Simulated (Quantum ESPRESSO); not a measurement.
# NiO (Fm-3m) in Quantum ESPRESSO: notebook

The runs below take NiO through band structure, with LDA, r2SCAN.

Everything below comes from runs of Quantum ESPRESSO 7.5. Logs are shortened: lines on timing, memory, paths and dates and some standing lists are left out, and cuts for length are marked.

**Measured values to compare with.**

“Local correlations, non-local screening, multiplets, and band formation in NiO”, 2012, arxiv:1210.6675 quotes, for a bulk crystal of NiO: band gap 4.3 eV.

How close the calculation comes is told below.

### 1 The structure

Symmetry: Fm-3m, No. 225, cubic system. Conventional cell: a = 4.172 Å, b = 4.172 Å, c = 4.172 Å, α = 90.00°, β = 90.00°, γ = 90.00°. Ni (site symmetry m-3m) has 6 O at 2.09 Å as nearest neighbours. Around O (site symmetry m-3m) lie 6 Ni at 2.09 Å.

### 2 Band structure, LDA, collinear spin, ferromagnetic start

Input file pw.in:

```
&CONTROL
  calculation = 'scf'
  prefix = 'pwscf'
  outdir = './tmp'
  pseudo_dir = './pseudo'
  tprnfor = .true.
  tstress = .true.
  disk_io = 'low'
/
&SYSTEM
  ibrav = 0
  nat = 2
  ntyp = 2
  ecutwfc = 45
  ecutrho = 360
  nbnd = 22
  occupations = 'smearing'
  smearing = 'fd'
  degauss = 0.00367493
  nspin = 2
  starting_magnetization(1) = 0.0556
  starting_magnetization(2) = 0
/
&ELECTRONS
  conv_thr = 4d-10
  electron_maxstep = 120
  mixing_beta = 0.3
/
ATOMIC_SPECIES
Ni    58.6934 ni_lda_v1.4.uspp.F.UPF
O     15.9990 o_lda_v1.2.uspp.F.UPF
CELL_PARAMETERS angstrom
   0.0000000000    2.0859016414    2.0859016414
   2.0859016414    0.0000000000    2.0859016414
   2.0859016414    2.0859016414    0.0000000000
ATOMIC_POSITIONS crystal
Ni     0.0000000000    0.0000000000    0.0000000000
O      0.5000000000    0.5000000000    0.5000000000
K_POINTS automatic
11 11 11 0 0 0
```

Input file bands.in:

```
&CONTROL
  calculation = 'bands'
  prefix = 'pwscf'
  outdir = './tmp'
  pseudo_dir = './pseudo'
  disk_io = 'low'
  verbosity = 'high'
/
&SYSTEM
  ibrav = 0
  nat = 2
  ntyp = 2
  ecutwfc = 45
  ecutrho = 360
  nbnd = 22
  occupations = 'smearing'
  smearing = 'fd'
  degauss = 0.00367493
  nspin = 2
  starting_magnetization(1) = 0.0556
  starting_magnetization(2) = 0
/
&ELECTRONS
  conv_thr = 1d-08
  electron_maxstep = 120
  mixing_beta = 0.3
  diago_full_acc = .true.
  startingwfc = 'random'
/
ATOMIC_SPECIES
Ni    58.6934 ni_lda_v1.4.uspp.F.UPF
O     15.9990 o_lda_v1.2.uspp.F.UPF
CELL_PARAMETERS angstrom
   0.0000000000    2.0859016414    2.0859016414
   2.0859016414    0.0000000000    2.0859016414
   2.0859016414    2.0859016414    0.0000000000
ATOMIC_POSITIONS crystal
Ni     0.0000000000    0.0000000000    0.0000000000
O      0.5000000000    0.5000000000    0.5000000000
K_POINTS crystal
60
 0.0000000000  0.0000000000  0.0000000000 1
 0.0625000000  0.0000000000  0.0625000000 1
 0.1250000000  0.0000000000  0.1250000000 1
 0.1875000000  0.0000000000  0.1875000000 1
 0.2500000000  0.0000000000  0.2500000000 1
 0.3125000000  0.0000000000  0.3125000000 1
 0.3750000000  0.0000000000  0.3750000000 1
 0.4375000000  0.0000000000  0.4375000000 1
 0.5000000000  0.0000000000  0.5000000000 1
 0.5000000000  0.0625000000  0.5625000000 1
 0.5000000000  0.1250000000  0.6250000000 1
 0.5000000000  0.1875000000  0.6875000000 1
 0.5000000000  0.2500000000  0.7500000000 1
 0.4375000000  0.3125000000  0.7500000000 1
 0.3750000000  0.3750000000  0.7500000000 1
 0.3375000000  0.3375000000  0.6750000000 1
 0.3000000000  0.3000000000  0.6000000000 1
 0.2625000000  0.2625000000  0.5250000000 1
 0.2250000000  0.2250000000  0.4500000000 1
 0.1875000000  0.1875000000  0.3750000000 1
 0.1500000000  0.1500000000  0.3000000000 1
 0.1125000000  0.1125000000  0.2250000000 1
 0.0750000000  0.0750000000  0.1500000000 1
 0.0375000000  0.0375000000  0.0750000000 1
 0.0000000000  0.0000000000  0.0000000000 1
 0.0625000000  0.0625000000  0.0625000000 1
 0.1250000000  0.1250000000  0.1250000000 1
 0.1875000000  0.1875000000  0.1875000000 1
 0.2500000000  0.2500000000  0.2500000000 1
 0.3125000000  0.3125000000  0.3125000000 1
 0.3750000000  0.3750000000  0.3750000000 1
 0.4375000000  0.4375000000  0.4375000000 1
 0.5000000000  0.5000000000  0.5000000000 1
 0.5250000000  0.4500000000  0.5250000000 1
 0.5500000000  0.4000000000  0.5500000000 1
 0.5750000000  0.3500000000  0.5750000000 1
 0.6000000000  0.3000000000  0.6000000000 1
 0.6250000000  0.2500000000  0.6250000000 1
 0.5833333333  0.2500000000  0.6666666667 1
 0.5416666667  0.2500000000  0.7083333333 1
 0.5000000000  0.2500000000  0.7500000000 1
 0.5000000000  0.2857142857  0.7142857143 1
 0.5000000000  0.3214285714  0.6785714286 1
 0.5000000000  0.3571428571  0.6428571429 1
 0.5000000000  0.3928571429  0.6071428571 1
 0.5000000000  0.4285714286  0.5714285714 1
 0.5000000000  0.4642857143  0.5357142857 1
 0.5000000000  0.5000000000  0.5000000000 1
 0.4821428571  0.4821428571  0.5357142857 1
 0.4642857143  0.4642857143  0.5714285714 1
 0.4464285714  0.4464285714  0.6071428571 1
 0.4285714286  0.4285714286  0.6428571429 1
 0.4107142857  0.4107142857  0.6785714286 1
 0.3928571429  0.3928571429  0.7142857143 1
 0.3750000000  0.3750000000  0.7500000000 1
 0.6250000000  0.2500000000  0.6250000000 1
 0.5937500000  0.1875000000  0.5937500000 1
 0.5625000000  0.1250000000  0.5625000000 1
 0.5312500000  0.0625000000  0.5312500000 1
 0.5000000000  0.0000000000  0.5000000000 1
```

Potentials or basis: GBRV 1.5 LDA.

On the command line:

```sh
> OMP_NUM_THREADS=1 mpirun -n 2 pw.x -nk 2 -in pw.in > pw.out
> OMP_NUM_THREADS=1 mpirun -n 2 pw.x -nk 2 -in bands.in > bands.out
```

pw.out:

```text
This program is part of the open-source Quantum ESPRESSO suite
     for quantum simulation of materials; please cite
         "P. Giannozzi et al., J. Phys.:Condens. Matter 21 395502 (2009);
         "P. Giannozzi et al., J. Phys.:Condens. Matter 29 465901 (2017);
         "P. Giannozzi et al., J. Chem. Phys. 152 154105 (2020);
     in publications or presentations arising from this work. More details at

     Message from routine setup:
     using ibrav=0 with symmetry is DISCOURAGED, use correct ibrav instead

     K-points division:     npool     =       2
     Subspace diagonalization in iterative solution of the eigenvalue problem:
     a serial algorithm will be used

     G-vector sticks info
     --------------------
     sticks:   dense  smooth     PW     G-vecs:    dense   smooth      PW
     Sum         769     379    121                14163     5029     941

     Using Slab Decomposition

     bravais-lattice index     =            0
     lattice parameter (alat)  =       5.5745  a.u.
     unit-cell volume          =     122.4921 (a.u.)^3
     number of atoms/cell      =            2
     number of atomic types    =            2
     number of electrons       =        24.00
     number of Kohn-Sham states=           22
     kinetic-energy cutoff     =      45.0000  Ry
     charge density cutoff     =     360.0000  Ry
     scf convergence threshold =      4.0E-10
     mixing beta               =       0.3000
     number of iterations used =            8  plain     mixing
     Exchange-correlation= SLA  PZ   NOGX NOGC
                           (   1   1   0   0   0   0   0)

     celldm(1)=   5.574523  celldm(2)=   0.000000  celldm(3)=   0.000000
     celldm(4)=   0.000000  celldm(5)=   0.000000  celldm(6)=   0.000000

     crystal axes: (cart. coord. in units of alat)
               a(1) = (   0.000000   0.707107   0.707107 )
               a(2) = (   0.707107   0.000000   0.707107 )
               a(3) = (   0.707107   0.707107   0.000000 )

     reciprocal axes: (cart. coord. in units 2 pi/alat)
               b(1) = ( -0.707107  0.707107  0.707107 )
               b(2) = (  0.707107 -0.707107  0.707107 )
               b(3) = (  0.707107  0.707107 -0.707107 )

     PseudoPot. # 1 for Ni read from file:
     ni_lda_v1.4.uspp.F.UPF
     Pseudo is Ultrasoft + core correction, Zval = 18.0
     Generated by new atomic code, or converted to UPF format
     Using radial grid of  865 points,  6 beta functions with:
                l(1) =   0
                l(2) =   0
                l(3) =   1
                l(4) =   1
                l(5) =   2
                l(6) =   2
     Q(r) pseudized with 10 coefficients,  rinner =    0.980   0.980   0.980
                                                       0.980   0.980

     PseudoPot. # 2 for O  read from file:
     o_lda_v1.2.uspp.F.UPF
     Pseudo is Ultrasoft + core correction, Zval =  6.0
     Generated by new atomic code, or converted to UPF format
     Using radial grid of  737 points,  5 beta functions with:
                l(1) =   0
                l(2) =   0
                l(3) =   1
                l(4) =   1
                l(5) =   2
     Q(r) pseudized with  8 coefficients,  rinner =    0.900   0.900   0.900
                                                       0.900   0.900

     atomic species   valence    mass     pseudopotential
     Ni               18.00    58.69340     Ni( 1.00)
     O                 6.00    15.99900     O ( 1.00)

     Starting magnetic structure
     atomic species   magnetization
     Ni              0.056
     O               0.000

     48 Sym. Ops., with inversion, found

   Cartesian axes

     site n.     atom                  positions (alat units)
         1        Ni     tau(   1) = (   0.0000000   0.0000000   0.0000000  )
         2        O      tau(   2) = (   0.7071068   0.7071068   0.7071068  )

     number of k points=    56  Fermi-Dirac smearing, width (Ry)=  0.0037
                       cart. coord. in units 2pi/alat
        k(    1) = (   0.0000000   0.0000000   0.0000000), wk =   0.0007513
        k(    2) = (   0.0642824   0.0642824  -0.0642824), wk =   0.0060105
        k(    3) = (   0.1285649   0.1285649  -0.1285649), wk =   0.0060105
        k(    4) = (   0.1928473   0.1928473  -0.1928473), wk =   0.0060105
        k(    5) = (   0.2571297   0.2571297  -0.2571297), wk =   0.0060105
        k(    6) = (   0.3214122   0.3214122  -0.3214122), wk =   0.0060105
[... 48 lines left out ...]
        k(   55) = (  -0.0642824  -0.4499770   0.7071068), wk =   0.0180316
        k(   56) = (   0.0000000  -0.3856946   0.6428243), wk =   0.0180316

     Dense  grid:    14163 G-vectors     FFT dimensions: (  36,  36,  36)

     Smooth grid:     5029 G-vectors     FFT dimensions: (  24,  24,  24)

     Check: negative core charge=   -0.000006
     Generating pointlists ...
     new r_m :   0.2917 (alat units)  1.6260 (a.u.) for type    1
     new r_m :   0.2917 (alat units)  1.6260 (a.u.) for type    2

     Initial potential from superposition of free atoms

     starting charge      22.0000, renormalised to      24.0000
     Starting wfcs are   17 randomized atomic wfcs +    5 random wfcs

     Self-consistent Calculation

     iteration #  1     ecut=    45.00 Ry     beta= 0.30
     Davidson diagonalization with overlap
     ethr =  1.00E-02,  avg # of iterations =  5.9

     total energy              =    -364.89945773 Ry
     estimated scf accuracy    <      34.19868487 Ry

     total magnetization       =     0.69 Bohr mag/cell
     absolute magnetization    =     0.69 Bohr mag/cell

     iteration #  2     ecut=    45.00 Ry     beta= 0.30
     Davidson diagonalization with overlap
     ethr =  1.00E-02,  avg # of iterations =  3.0

     total energy              =    -374.36777360 Ry
     estimated scf accuracy    <      13.34800118 Ry

     total magnetization       =     0.04 Bohr mag/cell
     absolute magnetization    =     0.06 Bohr mag/cell

     iteration #  3     ecut=    45.00 Ry     beta= 0.30
     Davidson diagonalization with overlap
     ethr =  1.00E-02,  avg # of iterations =  2.0

     total energy              =    -375.31506587 Ry
     estimated scf accuracy    <       0.45545644 Ry

     total magnetization       =     0.34 Bohr mag/cell
     absolute magnetization    =     0.34 Bohr mag/cell

     iteration #  4     ecut=    45.00 Ry     beta= 0.30
     Davidson diagonalization with overlap
     ethr =  1.90E-03,  avg # of iterations =  1.3

     total energy              =    -375.38501228 Ry
     estimated scf accuracy    <       0.08164713 Ry

     total magnetization       =     0.54 Bohr mag/cell
     absolute magnetization    =     0.54 Bohr mag/cell

     iteration #  5     ecut=    45.00 Ry     beta= 0.30
     Davidson diagonalization with overlap
     ethr =  3.40E-04,  avg # of iterations =  2.2

     total energy              =    -375.40025862 Ry
     estimated scf accuracy    <       0.09956675 Ry

     total magnetization       =     0.38 Bohr mag/cell
     absolute magnetization    =     0.39 Bohr mag/cell

     iteration #  6     ecut=    45.00 Ry     beta= 0.30
     Davidson diagonalization with overlap
     ethr =  3.40E-04,  avg # of iterations =  1.0

     total energy              =    -375.41041830 Ry
     estimated scf accuracy    <       0.00081055 Ry

     total magnetization       =     0.40 Bohr mag/cell
     absolute magnetization    =     0.40 Bohr mag/cell

     iteration #  7     ecut=    45.00 Ry     beta= 0.30
     Davidson diagonalization with overlap
     ethr =  3.38E-06,  avg # of iterations =  3.3

     total energy              =    -375.41090540 Ry
     estimated scf accuracy    <       0.00089510 Ry

     total magnetization       =     0.40 Bohr mag/cell
     absolute magnetization    =     0.40 Bohr mag/cell
[... 78 lines left out ...]
     total magnetization       =     0.28 Bohr mag/cell
     absolute magnetization    =     0.28 Bohr mag/cell

     iteration # 16     ecut=    45.00 Ry     beta= 0.30
     Davidson diagonalization with overlap
     ethr =  1.21E-09,  avg # of iterations =  2.0

     total energy              =    -375.41052833 Ry
     estimated scf accuracy    <       0.00000013 Ry

     total magnetization       =     0.28 Bohr mag/cell
     absolute magnetization    =     0.28 Bohr mag/cell

     iteration # 17     ecut=    45.00 Ry     beta= 0.30
     Davidson diagonalization with overlap
     ethr =  5.58E-10,  avg # of iterations =  1.5

     total energy              =    -375.41052849 Ry
     estimated scf accuracy    <       0.00000004 Ry

     total magnetization       =     0.27 Bohr mag/cell
     absolute magnetization    =     0.27 Bohr mag/cell

     iteration # 18     ecut=    45.00 Ry     beta= 0.30
     Davidson diagonalization with overlap
     ethr =  1.63E-10,  avg # of iterations =  2.0

     total energy              =    -375.41052856 Ry
     estimated scf accuracy    <          8.5E-09 Ry

     total magnetization       =     0.27 Bohr mag/cell
     absolute magnetization    =     0.27 Bohr mag/cell

     iteration # 19     ecut=    45.00 Ry     beta= 0.30
     Davidson diagonalization with overlap
     ethr =  3.54E-11,  avg # of iterations =  2.0

     total energy              =    -375.41052859 Ry
     estimated scf accuracy    <          7.0E-10 Ry

     total magnetization       =     0.27 Bohr mag/cell
     absolute magnetization    =     0.27 Bohr mag/cell

     iteration # 20     ecut=    45.00 Ry     beta= 0.30
     Davidson diagonalization with overlap
     ethr =  2.92E-12,  avg # of iterations =  2.1

     Magnetic moment per site  (integrated on atomic sphere of radius R)
     atom   1 (R=0.292)  charge= 15.7158  magn=  0.2258
     atom   2 (R=0.292)  charge=  5.5876  magn=  0.0362

     End of self-consistent calculation

     Number of k-points >= 100: set verbosity='high' to print the bands.

     the Fermi energy is    13.8433 ev

!    total energy              =    -375.41052860 Ry
     estimated scf accuracy    <          8.3E-11 Ry
     smearing contrib. (-TS)   =      -0.00102672 Ry
     internal energy E=F+TS    =    -375.40950188 Ry

     The total energy is F=E-TS. E is the sum of the following terms:
     one-electron contribution =    -216.95275942 Ry
     hartree contribution      =     122.94075682 Ry
     xc contribution           =     -42.17419177 Ry
     ewald contribution        =    -239.22330751 Ry

     total magnetization       =     0.27 Bohr mag/cell
     absolute magnetization    =     0.27 Bohr mag/cell

     convergence has been achieved in  20 iterations

     Forces acting on atoms (cartesian axes, Ry/au):

     atom    1 type  1   force =     0.00000000   -0.00000000   -0.00000000
     atom    2 type  2   force =    -0.00000000    0.00000000    0.00000000

     Total force =     0.000000     Total SCF correction =     0.000000

     Computing stress (Cartesian axis) and pressure

          total   stress  (Ry/bohr**3)                   (kbar)     P=     -193.45
  -0.00131506  -0.00000000   0.00000000         -193.45       -0.00        0.00
  -0.00000000  -0.00131506  -0.00000000           -0.00     -193.45       -0.00
   0.00000000   0.00000000  -0.00131506            0.00        0.00     -193.45

=------------------------------------------------------------------------------=
   JOB DONE.
=------------------------------------------------------------------------------=
```

Wall time 30 s (2 MPI ranks of Arm Neoverse V2, shared host); peak memory 0.18 GiB.

Results:

| Item | Value |
| --- | --- |
| Free energy | -5107.7204 eV |
| Pressure | -19.3 GPa |
| Band gap on the k mesh | none (metal or under the smearing width) |
| Net moment | 0.27 μB per cell |
| Absolute moment | 0.27 μB per cell |
| Site moments | Ni +0.23; O +0.04 μB |
| Valence electrons inside the program's atomic spheres | Ni 15.72; O 5.59 |

Levels at the corners of the path, in eV from the Fermi level:
Spin up:
```csv
point,band 10,band 11,band 12,band 13,band 14,band 15,band 16,band 17
Γ,-1.95,-1.95,-1.75,-1.75,1.62,17.65,18.90,18.90
X,-1.36,-0.84,-0.84,-0.79,6.19,10.40,12.36,16.50
W,-1.25,-0.93,-0.84,-0.11,8.48,10.59,10.59,13.45
K,-0.97,-0.79,-0.62,-0.10,7.81,10.31,10.38,15.74
Γ,-1.95,-1.95,-1.75,-1.75,1.62,17.65,18.90,18.90
L,-1.12,-0.73,1.17,1.17,5.57,9.89,13.98,13.98
U,-0.97,-0.79,-0.62,-0.10,7.81,10.31,10.38,15.74
W,-1.25,-0.93,-0.84,-0.11,8.48,10.59,10.59,13.45
L,-1.12,-0.73,1.17,1.17,5.57,9.89,13.98,13.98
K,-0.97,-0.79,-0.62,-0.10,7.81,10.31,10.38,15.74
U,-0.97,-0.79,-0.62,-0.10,7.81,10.31,10.38,15.74
X,-1.36,-0.84,-0.84,-0.79,6.19,10.40,12.36,16.50
```
Spin down:
```
point  band 10  band 11  band 12  band 13  band 14  band 15
    Γ    -1.77    -1.77    -1.46    -1.46     1.68    17.66
    X    -1.05    -0.63    -0.63    -0.48     6.26    10.45
    W    -1.06    -0.63    -0.62     0.16     8.56    10.65
    K    -0.77    -0.59    -0.32     0.17     7.88    10.38
    Γ    -1.77    -1.77    -1.46    -1.46     1.68    17.66
    L    -0.91    -0.54     1.42     1.42     5.60     9.97
    U    -0.77    -0.59    -0.32     0.17     7.88    10.38
    W    -1.06    -0.63    -0.62     0.16     8.56    10.65
    L    -0.91    -0.54     1.42     1.42     5.60     9.97
    K    -0.77    -0.59    -0.32     0.17     7.88    10.38
    U    -0.77    -0.59    -0.32     0.17     7.88    10.38
    X    -1.05    -0.63    -0.63    -0.48     6.26    10.45
```

Caveat: so large a pressure means that the cell lies far from this level's equilibrium, or that cutoff or potentials fall short; semilocal functionals often make such compounds metallic where correlation or magnetic order opens a gap, which also shifts bond lengths.

(Part 1 of 2 ends here.)
